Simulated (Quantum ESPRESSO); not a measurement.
# C (Fd-3m) in Quantum ESPRESSO: notebook, part 2 of 3

Quantum ESPRESSO 7.5. The steps go on from the part before.

## 3. Phonons, PBE

pw.in reads:

```
&CONTROL
  calculation = 'scf'
  prefix = 'pwscf'
  outdir = './tmp'
  pseudo_dir = './pseudo'
  tprnfor = .true.
  tstress = .true.
  disk_io = 'low'
/
&SYSTEM
  ibrav = 0
  nat = 2
  ntyp = 1
  ecutwfc = 45
  ecutrho = 360
  nbnd = 9
  occupations = 'smearing'
  smearing = 'fd'
  degauss = 0.00367493
/
&ELECTRONS
  conv_thr = 4d-10
  electron_maxstep = 120
  mixing_beta = 0.5
/
ATOMIC_SPECIES
C     12.0110 c_pbe_v1.2.uspp.F.UPF
CELL_PARAMETERS angstrom
   0.0000000000    1.7833700000    1.7833700000
   1.7833700000    0.0000000000    1.7833700000
   1.7833700000    1.7833700000    0.0000000000
ATOMIC_POSITIONS crystal
C      0.7500000000    0.7500000000    0.7500000000
C      0.5000000000    0.5000000000    0.5000000000
K_POINTS automatic
12 12 12 1 1 1
```

relax.in reads:

```
&CONTROL
  calculation = 'vc-relax'
  prefix = 'pwscf'
  outdir = './tmp'
  pseudo_dir = './pseudo'
  tprnfor = .true.
  tstress = .true.
  disk_io = 'low'
  nstep = 40
  forc_conv_thr = 0.0001
  etot_conv_thr = 1d-06
/
&SYSTEM
  ibrav = 0
  nat = 2
  ntyp = 1
  ecutwfc = 45
  ecutrho = 360
  nbnd = 9
  occupations = 'smearing'
  smearing = 'fd'
  degauss = 0.00367493
/
&ELECTRONS
  conv_thr = 4d-10
  electron_maxstep = 120
  mixing_beta = 0.5
/
&IONS
  ion_dynamics = 'bfgs'
/
&CELL
  cell_dynamics = 'bfgs'
  press = 0
  press_conv_thr = 0.2
/
ATOMIC_SPECIES
C     12.0110 c_pbe_v1.2.uspp.F.UPF
CELL_PARAMETERS angstrom
   0.0000000000    1.7833700000    1.7833700000
   1.7833700000    0.0000000000    1.7833700000
   1.7833700000    1.7833700000    0.0000000000
ATOMIC_POSITIONS crystal
C      0.7500000000    0.7500000000    0.7500000000
C      0.5000000000    0.5000000000    0.5000000000
K_POINTS automatic
12 12 12 1 1 1
```

scf2.in reads:

```
&CONTROL
  calculation = 'scf'
  prefix = 'pwscf'
  outdir = './tmp'
  pseudo_dir = './pseudo'
  tprnfor = .true.
  tstress = .true.
  disk_io = 'low'
/
&SYSTEM
  ibrav = 0
  nat = 2
  ntyp = 1
  ecutwfc = 45
  ecutrho = 360
  nbnd = 9
  occupations = 'fixed'
/
&ELECTRONS
  conv_thr = 1d-13
  electron_maxstep = 120
  mixing_beta = 0.5
  startingpot = 'file'
  startingwfc = 'file'
/
ATOMIC_SPECIES
C     12.0110 c_pbe_v1.2.uspp.F.UPF
CELL_PARAMETERS angstrom
   0.0000000000    1.7854439626    1.7854439626
   1.7854439626    0.0000000000    1.7854439626
   1.7854439626    1.7854439626    0.0000000000
ATOMIC_POSITIONS crystal
C      0.7500000000    0.7500000000    0.7500000000
C      0.5000000000    0.5000000000    0.5000000000
K_POINTS automatic
12 12 12 1 1 1
```

ph.in reads:

```
phonons of C
&INPUTPH
  prefix = 'pwscf'
  outdir = './tmp'
  tr2_ph = 1d-18
  fildyn = 'dyn'
  niter_ph = 90
  alpha_mix(1) = 0.7
  epsil = .true.
/
0.0000000000 0.0000000000 0.0000000000
```

dynmat.in reads:

```
&INPUT
  fildyn = 'dyn'
  asr = 'crystal'
  lperm = .true.
  filout = 'dynmat.disp'
  fileig = 'dynmat.eig'
/
```

dynmat_lo.in reads:

```
&INPUT
  fildyn = 'dyn'
  asr = 'crystal'
  filout = 'dynmat_lo.disp'
  fileig = 'dynmat_lo.eig'
  q(1) = 0
  q(2) = 0
  q(3) = 1
/
```

Potentials or basis: GBRV 1.5 PBE.

Started as:

```
$ OMP_NUM_THREADS=1 pw.x -in pw.in > pw.out
$ OMP_NUM_THREADS=1 pw.x -in relax.in > relax.out
$ OMP_NUM_THREADS=1 pw.x -in scf2.in > scf2.out
$ OMP_NUM_THREADS=1 ph.x -in ph.in > ph.out
$ OMP_NUM_THREADS=1 dynmat.x -in dynmat.in > dynmat.out
$ OMP_NUM_THREADS=1 dynmat.x -in dynmat_lo.in > dynmat_lo.out
```

pw.out:

```text
This program is part of the open-source Quantum ESPRESSO suite
     for quantum simulation of materials; please cite
         "P. Giannozzi et al., J. Phys.:Condens. Matter 21 395502 (2009);
         "P. Giannozzi et al., J. Phys.:Condens. Matter 29 465901 (2017);
         "P. Giannozzi et al., J. Chem. Phys. 152 154105 (2020);
     in publications or presentations arising from this work. More details at

     Message from routine setup:
     using ibrav=0 with symmetry is DISCOURAGED, use correct ibrav instead

     G-vector sticks info
     --------------------
     sticks:   dense  smooth     PW     G-vecs:    dense   smooth      PW
     Sum         559     283    109                 8801     3119     701

     Using Slab Decomposition

     bravais-lattice index     =            0
     lattice parameter (alat)  =       4.7660  a.u.
     unit-cell volume          =      76.5510 (a.u.)^3
     number of atoms/cell      =            2
     number of atomic types    =            1
     number of electrons       =         8.00
     number of Kohn-Sham states=            9
     kinetic-energy cutoff     =      45.0000  Ry
     charge density cutoff     =     360.0000  Ry
     scf convergence threshold =      4.0E-10
     mixing beta               =       0.5000
     number of iterations used =            8  plain     mixing
     Exchange-correlation= SLA  PW   PBE  PBE
                           (   1   4   3   4   0   0   0)

     celldm(1)=   4.766014  celldm(2)=   0.000000  celldm(3)=   0.000000
     celldm(4)=   0.000000  celldm(5)=   0.000000  celldm(6)=   0.000000

     crystal axes: (cart. coord. in units of alat)
               a(1) = (   0.000000   0.707107   0.707107 )
               a(2) = (   0.707107   0.000000   0.707107 )
               a(3) = (   0.707107   0.707107   0.000000 )

     reciprocal axes: (cart. coord. in units 2 pi/alat)
               b(1) = ( -0.707107  0.707107  0.707107 )
               b(2) = (  0.707107 -0.707107  0.707107 )
               b(3) = (  0.707107  0.707107 -0.707107 )

     PseudoPot. # 1 for C  read from file:
     c_pbe_v1.2.uspp.F.UPF
     Pseudo is Ultrasoft + core correction, Zval =  4.0
     Generated by new atomic code, or converted to UPF format
     Using radial grid of  721 points,  4 beta functions with:
                l(1) =   0
                l(2) =   0
                l(3) =   1
                l(4) =   1
     Q(r) pseudized with  8 coefficients,  rinner =    1.100   1.100   1.100

     atomic species   valence    mass     pseudopotential
     C                 4.00    12.01100     C ( 1.00)

     48 Sym. Ops., with inversion, found (24 have fractional translation)

   Cartesian axes

     site n.     atom                  positions (alat units)
         1        C      tau(   1) = (   1.0606602   1.0606602   1.0606602  )
         2        C      tau(   2) = (   0.7071068   0.7071068   0.7071068  )

     number of k points=   182  Fermi-Dirac smearing, width (Ry)=  0.0037

     Number of k-points >= 100: set verbosity='high' to print them.

     Dense  grid:     8801 G-vectors     FFT dimensions: (  32,  32,  32)

     Smooth grid:     3119 G-vectors     FFT dimensions: (  24,  24,  24)

     Initial potential from superposition of free atoms

     starting charge       7.9999, renormalised to       8.0000
     Starting wfcs are    8 randomized atomic wfcs +    1 random wfcs

     Self-consistent Calculation

     iteration #  1     ecut=    45.00 Ry     beta= 0.50
     Davidson diagonalization with overlap
     ethr =  1.00E-02,  avg # of iterations =  4.1

     total energy              =     -22.96195690 Ry
     estimated scf accuracy    <       0.11633201 Ry

     iteration #  2     ecut=    45.00 Ry     beta= 0.50
     Davidson diagonalization with overlap
     ethr =  1.45E-03,  avg # of iterations =  1.1

     total energy              =     -22.96018365 Ry
     estimated scf accuracy    <       0.01681891 Ry

     iteration #  3     ecut=    45.00 Ry     beta= 0.50
     Davidson diagonalization with overlap
     ethr =  2.10E-04,  avg # of iterations =  2.0

     total energy              =     -22.96159818 Ry
     estimated scf accuracy    <       0.00016889 Ry

     iteration #  4     ecut=    45.00 Ry     beta= 0.50
     Davidson diagonalization with overlap
     ethr =  2.11E-06,  avg # of iterations =  4.7

     total energy              =     -22.96162651 Ry
     estimated scf accuracy    <       0.00000082 Ry

     iteration #  5     ecut=    45.00 Ry     beta= 0.50
     Davidson diagonalization with overlap
     ethr =  1.02E-08,  avg # of iterations =  2.6

     total energy              =     -22.96162705 Ry
     estimated scf accuracy    <       0.00000007 Ry

     iteration #  6     ecut=    45.00 Ry     beta= 0.50
     Davidson diagonalization with overlap
     ethr =  8.67E-10,  avg # of iterations =  2.0

     total energy              =     -22.96162707 Ry
     estimated scf accuracy    <          5.7E-09 Ry

     iteration #  7     ecut=    45.00 Ry     beta= 0.50
     Davidson diagonalization with overlap
     ethr =  7.11E-11,  avg # of iterations =  2.0

     End of self-consistent calculation

     Number of k-points >= 100: set verbosity='high' to print the bands.

     the Fermi energy is    15.5393 ev

!    total energy              =     -22.96162708 Ry
     estimated scf accuracy    <          6.3E-11 Ry
     smearing contrib. (-TS)   =       0.00000000 Ry
     internal energy E=F+TS    =     -22.96162708 Ry

     The total energy is F=E-TS. E is the sum of the following terms:
     one-electron contribution =       8.05176803 Ry
     hartree contribution      =       1.93307351 Ry
     xc contribution           =      -7.37178011 Ry
     ewald contribution        =     -25.57468850 Ry

     convergence has been achieved in   7 iterations

     Forces acting on atoms (cartesian axes, Ry/au):

     atom    1 type  1   force =     0.00000000   -0.00000000   -0.00000000
     atom    2 type  1   force =    -0.00000000    0.00000000    0.00000000

     Total force =     0.000000     Total SCF correction =     0.000000

     Computing stress (Cartesian axis) and pressure

          total   stress  (Ry/bohr**3)                   (kbar)     P=       15.29
   0.00010394   0.00000000   0.00000000           15.29        0.00        0.00
  -0.00000000   0.00010394  -0.00000000           -0.00       15.29       -0.00
   0.00000000  -0.00000000   0.00010394            0.00       -0.00       15.29

=------------------------------------------------------------------------------=
   JOB DONE.
=------------------------------------------------------------------------------=
```

scf2.out:

```text
This program is part of the open-source Quantum ESPRESSO suite
     for quantum simulation of materials; please cite
         "P. Giannozzi et al., J. Phys.:Condens. Matter 21 395502 (2009);
         "P. Giannozzi et al., J. Phys.:Condens. Matter 29 465901 (2017);
         "P. Giannozzi et al., J. Chem. Phys. 152 154105 (2020);
[... 114 lines left out ...]
   0.00000000   0.00000061   0.00000000            0.00        0.09        0.00
   0.00000000   0.00000000   0.00000061            0.00        0.00        0.09

=------------------------------------------------------------------------------=
   JOB DONE.
=------------------------------------------------------------------------------=
```

Run time: 5.8 min. Hardware: 1 thread of Intel Xeon at 2.50GHz (Skylake/Cascade Lake), shared host; peak memory 0.05 GiB.

What came out:

```
Free energy                             : -312.4091 eV
Relaxed volume                          : 5.69 Å³/atom
Relaxed cell                            : a = 2.525 Å, b = 2.525 Å, c = 2.525 Å, α = 60.00°, β = 60.00°, γ = 60.00°
Space group after relaxing (to 0.05 Å)  : Fd-3m (No. 227)
Pressure after relaxing                 : 0.0 GPa
Electronic dielectric tensor (diagonal) : 5.82
Born charges (mean of the diagonal)     : C -0.00 e
Highest phonon frequency at Γ           : 1294 cm⁻¹
Static dielectric tensor (diagonal)     : 5.82
```

The path:
```
step  energy change (eV)  largest force (eV/Å)  pressure (GPa)  volume (Å³)
   1              0.0000                0.0000            1.53        11.34
   2              0.0001                0.0000           -1.85        11.43
   3             -0.0002                0.0000            0.00        11.38
   4             -0.0002                0.0000            0.00        11.38
```

Final structure:
```
C
1.0
     0.00000    1.78544    1.78544
     1.78544    0.00000    1.78544
     1.78544    1.78544    0.00000
C
2
Direct
  0.75000 0.75000 0.75000
  0.50000 0.50000 0.50000
```

Levels at points of the mesh, in eV from the valence-band top:
```
           k point  band 2  band 3  band 4  band 5  band 6  band 7
(0.04, 0.04, 0.04)   -0.25    0.00    0.00    5.78    5.78    5.88
```

Phonon frequencies in cm⁻¹ (negative: imaginary):
| q point | frequencies |
| --- | --- |
| (0.000, 0.000, 0.000) | 3 3 3 1294 1294 1294 |

Electronic dielectric tensor:
```
5.82 0.00 0.00
0.00 5.82 0.00
0.00 0.00 5.82
```

Born effective charge tensors (e):
atom 1, C
```
0.00 0.00 0.00
0.00 0.00 0.00
0.00 0.00 0.00
```
atom 2, C
```
0.00 0.00 0.00
0.00 0.00 0.00
0.00 0.00 0.00
```

Optical modes at Γ, degenerate ones joined, polar ones without the macroscopic field:
```tsv
cm⁻¹	components	symmetry	active in	IR intensity, summed ((D/Å)²/amu)
1294	3	T2g	Raman	0.00
```

Static dielectric tensor, electrons and zone-centre modes:
```
5.82 0.00 0.00
0.00 5.82 0.00
0.00 0.00 5.82
```

(Part 2 of 3 ends here.)
